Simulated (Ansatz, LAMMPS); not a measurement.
## Relaxing amorphous TiO2 at 3.44 g/cm^3 (84 atoms)

Wanted: the relaxed structure of amorphous TiO2 at 3.44 g/cm^3 (84 atoms) and its electronic structure.

Program: Ansatz 0.2.0. Level of theory: Kohn-Sham DFT, PBE, PAW (set soft_2), plane waves. Results are calculated unless marked as measured.

### Step 1. Starting point

The cell holds 84 atoms: 28 Ti and 56 O. Its edges and angles: a = 10.255 Å, b = 10.255 Å, c = 10.255 Å, α = 90.0°, β = 90.0°, γ = 90.0°. 84 atoms (28 Ti, 56 O) placed at random at 3.44 g/cm³, melted at 5000 K for 10 ps at fixed volume with the Morse and Coulomb pair potential with partial charges (Pedone, Malavasi, Menziani, Cormack and Segre, J. Phys. Chem. B 110, 11780 (2006)). Quenched from 5000 K to 300 K at 50 K/ps and fixed volume, held 5 ps, then minimised at fixed cell. The density is one point of a scan and needn't be that of the real material.

Before any run, some limits are plain. The quench rate of 50 K/ps is many orders above laboratory rates, so the cell is likely richer in defects and strain than a real sample. The network of bonds at the start is that of the classical potential that made the cell. Only the Γ point is sampled in the main run, in a cell whose shortest periodic width is 10 Å.

### Step 2. How the cell was made

A classical potential makes the cell, at a small fraction of what the same run would cost in DFT.

This step: classical MD, Morse and Coulomb pair potential with partial charges (Pedone, Malavasi, Menziani, Cormack and Segre, J. Phys. Chem. B 110, 11780 (2006)) (LAMMPS 22 Jul 2025 - Update 4).

The input, in.lmp:

```
# melt-quench of Ti28O56
units metal
atom_style charge
boundary p p p
region box block 0 10.2552 0 10.2552 0 10.2552
create_box 2 box
mass 1 47.8670   # Ti
mass 2 15.9990   # O
create_atoms 1 random 28 34533 NULL overlap 1.5 maxtry 2000
create_atoms 2 random 56 34540 NULL overlap 1.5 maxtry 2000
pair_style hybrid/overlay pedone 5.5 coul/long 8.0
pair_coeff * * coul/long
pair_coeff 1 2 pedone 0.024235 2.254703 2.708943 1   # Ti-O
pair_coeff 2 2 pedone 0.042395 1.379316 3.618701 22   # O-O
set type 1 charge 2.4
set type 2 charge -1.2
kspace_style pppm 1.0e-4
neigh_modify delay 0 every 1 check yes
thermo_style custom step time temp pe press density
thermo_modify norm yes
timestep 0.002
thermo 100
min_style cg
minimize 1e-4 1e-4 200 2000
reset_timestep 0
velocity all create 5000 34534 mom yes dist gaussian
fix lim all nve/limit 0.05
fix lan all langevin 5000 5000 0.2 34535 zero yes
thermo 500
run 1000 post no
unfix lim
unfix lan
thermo 833
fix md all nvt temp 5000 5000 0.2
run 5000 post no
unfix md
thermo 4700
fix md all nvt temp 5000 300 0.2
run 47000 post no
unfix md
thermo 1250
fix md all nvt temp 300 300 0.2
run 2500 post no
unfix md
thermo 100
min_style cg
minimize 0 1e-3 2000 20000
write_dump all custom glass.dump id type xs ys zs modify sort id
```

Run with:

```
lmp -in in.lmp -log none -nocite
```

Numbers of over 12 decimals in the logs are rounded to 6 here.

Output:

```text
LAMMPS (22 Jul 2025 - Update 4)
Created orthogonal box = (0 0 0) to (10.2552 10.2552 10.2552)
Created 28 atoms
Created 56 atoms
PPPM initialization ...
  G vector (1/distance) = 0.38798028
  grid = 12 12 12
  estimated relative force accuracy = 5.261773e-05
   Step          Time           Temp          PotEng         Press         Density
         0   0              0             -3.4775493      769519.55      3.4429537
        49   0.098          0             -15.307871      86835.837      3.4429537
Loop time of 0.0324146 s on 1 MPI rank(s) for 49 steps with 84 atoms
Minimization stats:
  Stopping criterion = energy tolerance
[... 36 lines left out ...]
     55000   110            341.33718     -15.45346       57103.368      3.4429537
     55500   111            284.48844     -15.450317      54351.894      3.4429537
Loop time of 1.00143 s on 1 MPI rank(s) for 2500 steps with 84 atoms
   Step          Time           Temp          PotEng         Press         Density
     55500   111            284.48844     -15.450317      54351.894      3.4429537
     55512   111.024        284.48844     -15.492423      42208.892      3.4429537
Loop time of 0.0309825 s on 1 MPI rank(s) for 12 steps with 84 atoms
Minimization stats:
  Stopping criterion = linesearch alpha is zero
  Energy initial, next-to-last, final =
     -15.4503167903446  -15.4924233883831  -15.4924233883831
  Force two-norm initial, final = 12.272079 0.88195845
  Iterations, force evaluations = 12 59
```

Elapsed: 24 s, on 1 thread of Arm Neoverse V1, shared host; peak memory 0.082 GiB.

### Step 3. Single point at the start

A single point comes first, to see the forces before anything moves.

The input, input.yaml:

```yaml
crystal:
  lattice:
    - [10.2552, 0.0, 0.0]
    - [0.0, 10.2552, 0.0]
    - [0.0, 0.0, 10.2552]
  atoms:
    - { symbol: Ti, position: [0.25369, 0.26994, 0.2127] }
    - { symbol: Ti, position: [0.55792, 0.05122, 0.45016] }
    - { symbol: Ti, position: [0.12732, 0.74935, 0.1832] }
    - { symbol: Ti, position: [0.14682, 0.97852, 0.85932] }
    - { symbol: Ti, position: [0.83006, 0.17564, 0.16675] }
    - { symbol: Ti, position: [0.30838, 0.74779, 0.46241] }
    - { symbol: Ti, position: [0.82357, 0.45063, 0.36795] }
    - { symbol: Ti, position: [0.1237, 0.47751, 0.45792] }
    - { symbol: Ti, position: [0.71602, 0.09073, 0.80766] }
    - { symbol: Ti, position: [0.40099, 0.19921, 0.9124] }
    - { symbol: Ti, position: [0.64171, 0.37678, 0.98483] }
    - { symbol: Ti, position: [0.38763, 0.98012, 0.15833] }
    - { symbol: Ti, position: [0.89194, 0.91266, 0.01216] }
    - { symbol: Ti, position: [0.04468, 0.35905, 0.97853] }
    - { symbol: Ti, position: [0.91124, 0.74868, 0.6931] }
    - { symbol: Ti, position: [0.87362, 0.89437, 0.37179] }
    - { symbol: Ti, position: [0.14196, 0.2371, 0.67284] }
    - { symbol: Ti, position: [0.61479, 0.68351, 0.38663] }
    - { symbol: Ti, position: [0.86246, 0.1708, 0.50489] }
    - { symbol: Ti, position: [0.72705, 0.46094, 0.70615] }
    - { symbol: Ti, position: [0.8576, 0.61661, 0.05621] }
    - { symbol: Ti, position: [0.56142, 0.81544, 0.68462] }
    - { symbol: Ti, position: [0.38205, 0.44026, 0.68221] }
    - { symbol: Ti, position: [0.33489, 0.51259, 0.03447] }
    - { symbol: Ti, position: [0.16207, 0.04985, 0.43585] }
    - { symbol: Ti, position: [0.22335, 0.67755, 0.76721] }
    - { symbol: Ti, position: [0.57114, 0.74592, 0.00297] }
    - { symbol: Ti, position: [0.51324, 0.38136, 0.38296] }
    - { symbol: O, position: [0.55165, 0.46316, 0.73289] }
    - { symbol: O, position: [0.95817, 0.52141, 0.4497] }
    - { symbol: O, position: [0.20189, 0.43741, 0.61417] }
    - { symbol: O, position: [0.34283, 0.28901, 0.76345] }
    - { symbol: O, position: [0.99996, 0.27054, 0.56279] }
    - { symbol: O, position: [0.52422, 0.73922, 0.83501] }
    - { symbol: O, position: [0.25865, 0.86426, 0.17659] }
    - { symbol: O, position: [0.23887, 0.17213, 0.53555] }
    - { symbol: O, position: [0.69039, 0.27053, 0.11425] }
    - { symbol: O, position: [0.98004, 0.75066, 0.07689] }
    - { symbol: O, position: [0.96967, 0.51212, 0.96578] }
    - { symbol: O, position: [0.46456, 0.62539, 0.07553] }
    - { symbol: O, position: [0.07891, 0.29163, 0.82757] }
    - { symbol: O, position: [0.40062, 0.36274, 0.25449] }
    - { symbol: O, position: [0.75056, 0.35148, 0.84563] }
    - { symbol: O, position: [0.50195, 0.94113, 0.57241] }
    - { symbol: O, position: [0.37393, 0.14725, 0.09135] }
    - { symbol: O, position: [0.67587, 0.92736, 0.75596] }
    - { symbol: O, position: [0.42934, 0.45454, 0.5121] }
    - { symbol: O, position: [0.50383, 0.89716, 0.05853] }
    - { symbol: O, position: [0.80748, 0.6128, 0.73284] }
    - { symbol: O, position: [0.83371, 0.2674, 0.33851] }
    - { symbol: O, position: [0.23418, 0.89981, 0.47413] }
    - { symbol: O, position: [0.45142, 0.72844, 0.36754] }
    - { symbol: O, position: [0.74784, 0.78123, 0.02361] }
    - { symbol: O, position: [0.54944, 0.22419, 0.44405] }
    - { symbol: O, position: [0.74922, 0.40939, 0.54099] }
    - { symbol: O, position: [0.95963, 0.26281, 0.0925] }
    - { symbol: O, position: [0.29476, 0.06666, 0.87454] }
    - { symbol: O, position: [0.861, 0.52852, 0.21179] }
    - { symbol: O, position: [0.47687, 0.00876, 0.30522] }
    - { symbol: O, position: [0.33653, 0.69798, 0.63174] }
    - { symbol: O, position: [0.21313, 0.81827, 0.85927] }
    - { symbol: O, position: [0.21158, 0.11499, 0.28075] }
    - { symbol: O, position: [0.85393, 0.00283, 0.1951] }
    - { symbol: O, position: [0.20388, 0.6243, 0.403] }
    - { symbol: O, position: [0.07181, 0.67833, 0.68799] }
    - { symbol: O, position: [0.80264, 0.06236, 0.95578] }
    - { symbol: O, position: [0.63647, 0.50884, 0.34455] }
    - { symbol: O, position: [0.4642, 0.37548, 0.98269] }
    - { symbol: O, position: [0.73368, 0.03299, 0.43216] }
    - { symbol: O, position: [0.88012, 0.82832, 0.54412] }
    - { symbol: O, position: [0.09495, 0.0575, 0.7127] }
    - { symbol: O, position: [0.1508, 0.36495, 0.32611] }
    - { symbol: O, position: [0.20573, 0.60733, 0.11459] }
    - { symbol: O, position: [0.73959, 0.77846, 0.32152] }
    - { symbol: O, position: [0.61889, 0.70501, 0.55995] }
    - { symbol: O, position: [0.77955, 0.15025, 0.65801] }
    - { symbol: O, position: [0.931, 0.85253, 0.83426] }
    - { symbol: O, position: [0.02356, 0.81796, 0.30886] }
    - { symbol: O, position: [0.05382, 0.99677, 0.00317] }
    - { symbol: O, position: [0.98497, 0.05141, 0.43407] }
    - { symbol: O, position: [0.69979, 0.54059, 0.00829] }
    - { symbol: O, position: [0.56512, 0.16166, 0.86366] }
    - { symbol: O, position: [0.29408, 0.545, 0.85442] }
    - { symbol: O, position: [0.21094, 0.35577, 0.05521] }
kpoints:
  mp_grid: { grid: [1, 1, 1] }
hamiltonian:
  xc: pbe
scf:
  occupations: { method: fermi_dirac, width: 0.025 }
output:
  forces: true
```

Run with:

```
ansatz run input.yaml --threads 4 --pin off --max-ram 8192MiB --backend cpu --events-out ev --progress --plain --runs-dir out
```

Output:

```text
Engine: ansatz 0.2.0, aarch64-unknown-linux-gnu
Pseudopotentials: kind: paw
Pseudopotential: Ti, paw, valence charge 12, recommended cutoff 420 eV (normal), Ti.paw.azcp
Pseudopotential: O, paw, valence charge 6, recommended cutoff 420 eV (normal), O.paw.azcp
[... 5 lines on functional and potentials left out ...]
Crystal: 84 atoms, lattice volume = 1078.530 Å³
Basis set: ecut = 420 eV, 21079 PW (Γ), exchange–correlation on 144×144×144 points (8 copies of the dense FFT grid, shifted against one another)
Bands: 420, of which v1, the nominal top of the filled ones, is band 336 counted from 1 (335 counted from 0)
Symmetry: 1 space group operations
Space group: P1 (ITA 1), of the structure as read, at distance tolerance 1.0e-4 Å
k-points: 1
[... 5 lines on functional and potentials left out ...]
Initial density: superposition of atomic densities (neutral atoms: chi_scale 0, normalization atom), corrected by the library's trained network
Initial wavefunctions: pseudopotential atomic-orbital guess
Functional: x = pbe(κ = 0.804, μ = 0.219515), c = pbe(β = 0.066725)
SCF iter   1: F=—  HF=-101870.639721 eV  |F-HF|=—  |Δ(HF+E_count)|=         —  Δρ=4.35e-3  dr2=1.72e-1  ethr=1.77e-3  ⟨swp⟩=4.0  Hψ=1542  notcnv=0  defer=36
preconditioner: auto → Resta (q_TF=auto, 2.521 Å⁻¹)  ε∞=6.8  [insulator: Δε(μ)=2.667 eV  Ē_g=9.963 eV  σ=0.025 eV  W_gap=1.00  n_scr=256 (ndim 8)  ℏωp=23.9 eV  f_vac=0.113  D(μ)=0.00/eV (n_scr^D=0)  ε∞_Penn≈6.8]
SCF iter   2: F=—  HF=-101870.628852 eV  |F-HF|=—  |Δ(HF+E_count)|=   1.09e-2  Δρ=2.26e-3  dr2=3.32e-2  ethr=2.56e-5  ⟨swp⟩=2.0  Hψ=566  notcnv=0  defer=73
SCF iter   3: F=—  HF=-101870.631884 eV  |F-HF|=—  |Δ(HF+E_count)|=   3.03e-3  Δρ=1.15e-3  dr2=1.26e-2  ethr=4.95e-6  ⟨swp⟩=3.0  Hψ=534  notcnv=0  defer=42
automatic band count: iteration 3 solves 389 bands in place of 420: the levels show a gap, and the empty bands left out lie too high to hold charge; the band table lists the bands solved (type scf.n_extra_bands for more)
SCF iter   4: F=—  HF=-101870.633791 eV  |F-HF|=—  |Δ(HF+E_count)|=   1.91e-3  Δρ=3.94e-4  dr2=2.28e-3  ethr=1.88e-6  ⟨swp⟩=2.0  Hψ=531  notcnv=0  defer=42
SCF iter   5: F=—  HF=-101870.633973 eV  |F-HF|=—  |Δ(HF+E_count)|=   1.81e-4  Δρ=2.00e-4  dr2=5.08e-4  ethr=3.40e-7  ⟨swp⟩=2.0  Hψ=522  notcnv=0  defer=42
SCF iter   6: F=—  HF=-101870.634183 eV  |F-HF|=—  |Δ(HF+E_count)|=   2.11e-4  Δρ=1.15e-4  dr2=1.74e-4  ethr=7.56e-8  ⟨swp⟩=2.0  Hψ=522  notcnv=0  defer=42
SCF iter   7: F=—  HF=-101870.634248 eV  |F-HF|=—  |Δ(HF+E_count)|=   6.49e-5  Δρ=5.05e-5  dr2=2.99e-5  ethr=2.58e-8  ⟨swp⟩=2.0  Hψ=522  notcnv=0  defer=42
SCF iter   8: F=—  HF=-101870.635745 eV  |F-HF|=—  |Δ(HF+E_count)|=   1.50e-3  Δρ=2.45e-5  dr2=7.51e-6  ethr=4.45e-9  ⟨swp⟩=2.0  Hψ=707  notcnv=0  defer=42
SCF iter   9: F=—  HF=-101870.635749 eV  |F-HF|=—  |Δ(HF+E_count)|=   3.92e-6  Δρ=1.14e-5  dr2=1.81e-6  ethr=1.12e-9  ⟨swp⟩=2.0  Hψ=522  notcnv=0  defer=42
SCF iter  10: F=—  HF=-101870.635750 eV  |F-HF|=—  |Δ(HF+E_count)|=   7.45e-7  Δρ=6.68e-6  dr2=6.01e-7  ethr=2.70e-10  ⟨swp⟩=2.0  Hψ=523  notcnv=0  defer=42
SCF iter  11: F=-101870.635750 eV  HF=-101870.635750 eV  |F-HF|=4.12e-8  |Δ(HF+E_count)|=   1.16e-7  Δρ=2.71e-6  dr2=9.78e-8  ethr=1.49e-11  ⟨swp⟩=2.0  Hψ=1245  notcnv=0
SCF 1 converged in 11 iterations: F = -101870.635750 eV  dr2 = 9.78e-8
  greatest PAW one-centre occupation: 0.999 electrons in one spin orbital (limit 2), on the Ti atom at site 12 (counted from 0), in its partial waves of l = 0
SCF converged after 11 iterations
Free energy (F): -101870.635750 eV
Harris-Foulkes:  -101870.635750 eV  (|F-HF|=4.12e-8)
Internal energy: -101870.635750 eV  (E = F + TS)
E sigma→0 (E₀):  -101870.635750 eV
Fermi energy:    7.274561 eV
--- Per-component energies (eV) ---
  E_band       = -7282.233177
  E_kinetic    = 17519.046454
  E_local      = -55925.387557  (includes V_loc(G=0)·N_el)
  E_nonlocal   = 2791.734557
  E_hartree    = 21885.844801
  E_xc         = -6890.958958
  E_vxc        = -8723.484093  (∫ρ·V_xc dr)
  E_paw        = -38144.017270  (= ΣΔE_a)
  E_vpaw       = -6715.969532  (= ΣTr[D̂ρ^β])
  E_aug_tail   = 0.140119  (compensation charges beyond the density's cutoff)
  E_ewald      = -43107.037898
  E_smearing   = -0.000000  (= −TS)
  E_closure    = -0.000000  (closes the sum)
  Σ components = -101870.635750   (vs F -101870.635750, Δ=0.00e0)
--- Forces (eV/Å), atoms counted from 1 ---
  atom   1  Ti     0.19797423     0.75224561     0.10447627
  atom   2  Ti     1.17098506    -0.39324527    -0.09665178
  atom   3  Ti     0.01775834     0.21706233    -0.04459160
  atom   4  Ti    -1.25690923     0.56852590    -0.87624888
  atom   5  Ti    -0.18623370     0.35783313     0.39800764
  atom   6  Ti     0.48072233    -0.70056227     1.03112641
  atom   7  Ti    -0.40792951    -0.83210320    -0.02798908
  atom   8  Ti     0.87129867    -1.18705990     0.11311892
  atom   9  Ti    -0.34911117    -0.56660791     0.08640140
  atom  10  Ti     0.49392297     0.05573116     0.36824016
  atom  11  Ti     0.46769218     0.22869491    -0.88183559
  atom  12  Ti     0.41347888     1.04283354    -0.24533283
  atom  13  Ti     0.47033083     0.43639126    -1.08346062
  atom  14  Ti     0.66398783     0.42062002     0.17526824
[...]
atom  83  O      0.92049925    -1.91737111     1.22293824
  atom  84  O      0.46759863    -0.07498071    -0.12894630
  max |Σ_I F_I| component: 7.10e-5 eV/Å
```

It took 16 s on 4 threads of Arm Neoverse V1, shared host; peak memory 1.5 GiB; 59 s of CPU time.

The run gave:

```yaml
free_energy: -101870.6358 eV
free_energy_per_atom: -1212.7457 eV/atom
scf_cycles: 11
r_m_s_force_component: 0.6462 eV/Å
longest_force: 2.453 eV/Å
fermi_energy: 7.275 eV
```

The r.m.s. force component of 0.65 eV/Å sets the starting point.

Neighbours are counted within 2.64 Å (O-Ti).

Length of the force by element and coordination:

```tsv
element	coordination	atoms	mean length of the force (eV/Å)	spread	least	most
O	all	56	1.04	0.424	0.247	2.45
O	2	39	1.04	0.409	0.247	1.80
O	3	17	1.03	0.456	0.482	2.45
Ti	all	28	1.05	0.387	0.222	2.09
Ti	4	14	1.09	0.428	0.222	2.09
Ti	5	11	0.979	0.336	0.567	1.63
Ti	6	3	1.14	0.310	0.711	1.44
```

(Part 1 of 4 ends here.)

[Logs are printed without paths, hosts, clocks, repeated set-up lines and the standing remarks that a program may print on its own settings, such as how far it seeks lower states.]

[Hosts, paths, dates, database ids (printed as entryN), source tags and the programs' standing remarks are cut or masked in the printed files.]
